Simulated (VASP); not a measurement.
NiO: band structure with SCAN

Crystal: NiO.

```xyz
2
Lattice="0.0000 2.0859 2.0859 2.0859 0.0000 2.0859 2.0859 2.0859 0.0000" Properties=species:S:1:pos:R:3 pbc="T T T"
Ni    0.0000    0.0000    0.0000
O     2.0859    2.0859    2.0859
```

* Program: VASP 6.6.1
* Task: band structure
* Functional: SCAN
* Potentials or basis: VASP PAW PBE potentials, release 64 (Ni, O)
* Cutoff: 520 eV
* k mesh: 11 × 11 × 11
* Occupations: fermi-dirac, width 0.05 eV
* Spin: collinear spin, ferromagnetic start
* Starting moments: [1.0, 0.0] μB
* Further INCAR settings: ALGO = Normal; EDIFF = 1e-06

| Item | Value |
| --- | --- |
| Pressure | 1.8 GPa |
| Band gap on the k mesh | 0.92 eV, indirect (least direct gap 1.89 eV) |
| Band gap along the path | 0.89 eV, indirect (least direct gap 1.82 eV) |
| Net moment | 2.00 μB per cell |
| Site moments | Ni +1.70; O +0.26 μB |
| Valence electrons inside the program's atomic spheres | Ni 8.93; O 5.06 |

Levels at the corners of the path, in eV from the valence-band top:
Spin up:
```csv
point,band 6,band 7,band 8,band 9,band 10,band 11,band 12,band 13
Γ,-3.13,-2.78,-2.78,-2.78,2.10,18.82,19.73,19.73
X,-3.78,-3.20,-2.20,-2.19,6.64,11.65,12.82,17.71
X,-3.78,-3.20,-2.20,-2.19,6.64,11.65,12.82,17.71
W,-2.31,-2.30,-2.19,-1.80,9.12,11.58,11.58,14.25
W,-2.31,-2.30,-2.19,-1.80,9.12,11.58,11.58,14.25
K,-2.41,-2.31,-2.01,-1.63,8.38,11.10,11.51,16.80
K,-2.41,-2.31,-2.01,-1.63,8.38,11.10,11.51,16.80
Γ,-3.13,-2.78,-2.78,-2.78,2.10,18.82,19.73,19.73
Γ,-3.13,-2.78,-2.78,-2.78,2.10,18.82,19.73,19.73
L,-2.53,-1.85,0.00,0.00,6.31,10.89,14.79,14.79
L,-2.53,-1.85,0.00,0.00,6.31,10.89,14.79,14.79
U,-2.41,-2.31,-2.02,-1.63,8.38,11.10,11.51,16.80
U,-2.41,-2.31,-2.02,-1.63,8.38,11.10,11.51,16.80
W,-2.31,-2.30,-2.19,-1.80,9.12,11.58,11.58,14.25
W,-2.31,-2.30,-2.19,-1.80,9.12,11.58,11.58,14.25
L,-2.53,-1.85,0.00,0.00,6.31,10.89,14.79,14.79
L,-2.53,-1.85,0.00,0.00,6.31,10.89,14.79,14.79
K,-2.41,-2.31,-2.01,-1.63,8.38,11.10,11.51,16.80
U,-2.41,-2.31,-2.02,-1.63,8.38,11.10,11.51,16.80
X,-3.78,-3.20,-2.20,-2.19,6.64,11.65,12.82,17.71
```
Spin down:
```tsv
point	band 4	band 5	band 6	band 7	band 8	band 9	band 10	band 11
Γ	-2.41	-2.13	-2.13	-2.13	0.89	0.91	2.70	18.90
X	-3.57	-3.29	-1.44	-1.41	1.38	1.95	7.37	12.24
X	-3.57	-3.29	-1.44	-1.41	1.38	1.95	7.37	12.24
W	-4.82	-1.57	-1.56	-1.44	1.82	2.46	10.02	12.05
W	-4.82	-1.57	-1.56	-1.44	1.82	2.46	10.02	12.05
K	-4.01	-2.04	-1.56	-1.26	2.05	2.48	9.09	11.59
K	-4.01	-2.04	-1.56	-1.26	2.05	2.48	9.09	11.59
Γ	-2.41	-2.13	-2.13	-2.13	0.89	0.91	2.70	18.90
Γ	-2.41	-2.13	-2.13	-2.13	0.89	0.91	2.70	18.90
L	-4.44	-1.46	-1.44	-1.08	3.68	3.70	6.62	11.73
L	-4.44	-1.46	-1.44	-1.08	3.68	3.70	6.62	11.73
U	-4.01	-2.05	-1.55	-1.25	2.04	2.49	9.09	11.59
U	-4.01	-2.05	-1.55	-1.25	2.04	2.49	9.09	11.59
W	-4.82	-1.57	-1.56	-1.44	1.82	2.46	10.02	12.05
W	-4.82	-1.57	-1.56	-1.44	1.82	2.46	10.02	12.05
L	-4.44	-1.46	-1.44	-1.08	3.68	3.70	6.62	11.73
L	-4.44	-1.46	-1.44	-1.08	3.68	3.70	6.62	11.73
K	-4.01	-2.04	-1.56	-1.26	2.05	2.48	9.09	11.59
U	-4.01	-2.05	-1.55	-1.25	2.04	2.49	9.09	11.59
X	-3.57	-3.29	-1.44	-1.41	1.38	1.95	7.37	12.24
```

Run time: 2.4 min on 1 thread of Intel(R) Xeon(R) Platinum 8488C (Sapphire Rapids) (shared host), peak memory 0.18 GiB.

Caveat: the PAW data sets were made with another functional, which shifts forces and pressure a little; a cell with one magnetic atom can't hold antiferromagnetic order, which such compounds often take. SCAN opens gaps a little over a GGA but as a rule still falls short of measured ones.
